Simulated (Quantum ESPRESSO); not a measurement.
**CuO: phonons with PBE+D2**

Crystal: CuO.

```
Cu O
1.0
     2.55255    0.00000    0.00000
     0.00000    2.55255    0.00000
     0.00000    0.00000    2.55255
Cu O
1 1
Direct
  0.00000 0.00000 0.00000
  0.50000 0.50000 0.50000
```

Measurements of this composition are mostly on another form, of space group No. 15.

- Program: Quantum ESPRESSO 7.5
- Task: phonons
- Functional: PBE
- Dispersion: D2
- Potentials or basis: SSSP 1.3 efficiency PBE
- Cutoff: 748 eV
- Density cutoff: 5987 eV
- k mesh: 10 × 10 × 10
- Occupations: cold, width 0.2 eV
- Spin: no spin polarisation
- Mixing beta: 0.5
- Most SCF iterations: 120
- SCF threshold: 4e-10 Ry

```json
{
  "Relaxed volume": "8.83 Å³/atom",
  "Relaxed cell": "a = 2.604 Å, b = 2.604 Å, c = 2.604 Å, α = 90.00°, β = 90.00°, γ = 90.00°",
  "Space group after relaxing (to 0.05 Å)": "Pm-3m (No. 221)",
  "Pressure after relaxing": "0.2 GPa",
  "Band gap on the k mesh": "none (metal or under the smearing width)",
  "Highest phonon frequency at Γ": "162 cm⁻¹"
}
```

Step by step:
```csv
step,energy change (eV),largest force (eV/Å),pressure (GPa),volume (Å³)
1,0.0000,0.0000,12.80,16.63
2,-0.0384,0.0000,-0.83,17.74
3,-0.0386,0.0000,-0.12,17.67
4,-0.0387,0.0000,0.01,17.66
```

Final structure:
```
Cu O
1.0
     2.60395    0.00000    0.00000
     0.00000    2.60395    0.00000
     0.00000    0.00000    2.60395
Cu O
1 1
Direct
  0.00000 0.00000 0.00000
  0.50000 0.50000 0.50000
```

Levels at points of the mesh, in eV from the Fermi level:
```
              k point  band 5  band 6  band 7  band 8  band 9  band 10  band 11  band 12  band 13  band 14
   (0.00, 0.00, 0.00)   -1.94   -1.94   -1.63   -1.63   -1.63     0.86    15.85    15.85    20.06    20.06
  (0.00, 0.00, -0.50)   -3.12   -1.57   -1.15    0.41    0.41     6.57     8.11    17.73    17.92    17.92
 (0.00, -0.50, -0.50)   -2.15   -2.10   -2.10   -1.18   -0.96     5.29    11.56    11.56    17.39    25.03
(-0.50, -0.50, -0.50)   -1.15   -1.15    0.32    0.32    0.32     7.01     7.01     7.01    13.40    22.43
```

Phonon frequencies in cm⁻¹ (negative: imaginary):
```
              q point        frequencies
(0.000, 0.000, 0.000)  4 4 4 162 162 162
```

Optical modes at Γ, degenerate ones joined:
```csv
cm⁻¹,components,symmetry,active in
162,3,T1u,IR
```

Wall time 4.3 min on 1 thread of Arm Neoverse V1, on a shared host, peak memory 0.12 GiB.

Caveat: the mesh is thin for the phonons of a metal; an odd number of electrons without spin polarisation forces a metal; a magnetic or distorted state may lie lower; the run has no spin polarisation, though such a crystal can be magnetic; semilocal functionals often make such compounds metallic where correlation or magnetic order opens a gap, which also shifts bond lengths; pairwise dispersion overbinds metals, which lowers pressure and volume. With open d or f shells a metallic result of PBE can be an artefact of self-interaction; +U or a hybrid may open a gap.
